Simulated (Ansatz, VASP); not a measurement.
## TaN: VASP beside Ansatz

```xyz
2
Lattice="-0.9151 1.8302 1.8302 1.8302 -0.9151 1.8302 1.8302 1.8302 -0.9151" Properties=species:S:1:pos:R:3 pbc="T T T"
Ta    1.3727    1.3727    1.3727
N     0.0000    0.0000    0.0000
```

Alike in both runs: task single point; functional PBEsol; k mesh 20 × 20 × 20; occupations gaussian, width 0.15 eV; no spin polarisation.

|  | VASP | Ansatz |
| --- | --- | --- |
| version | VASP 6.6.1 | Ansatz 0.2.0 |
| potentials or method | VASP PAW PBE potentials, release 64 (Ta_pv, N) | scalar-relativistic, plane waves, PAW |
| plane-wave cutoff (eV) | 520 | 420 |
| valence electrons in the cell | 16 | 18 |

|  | VASP | Ansatz | Ansatz less VASP |
| --- | --- | --- | --- |
| gap on the k mesh at the Fermi level (eV) | none | none | - |
| pressure (GPa) | -7.3 | -8.1 | -0.83 |

A gap of «none» marks a metal or a gap that the smearing closes. The two sets of potentials don't hold the same shells in valence.

Caveats: the PAW data sets were made with another functional, which shifts forces and pressure a little (VASP). Spin-orbit coupling is left out, which matters for the levels of Ta.
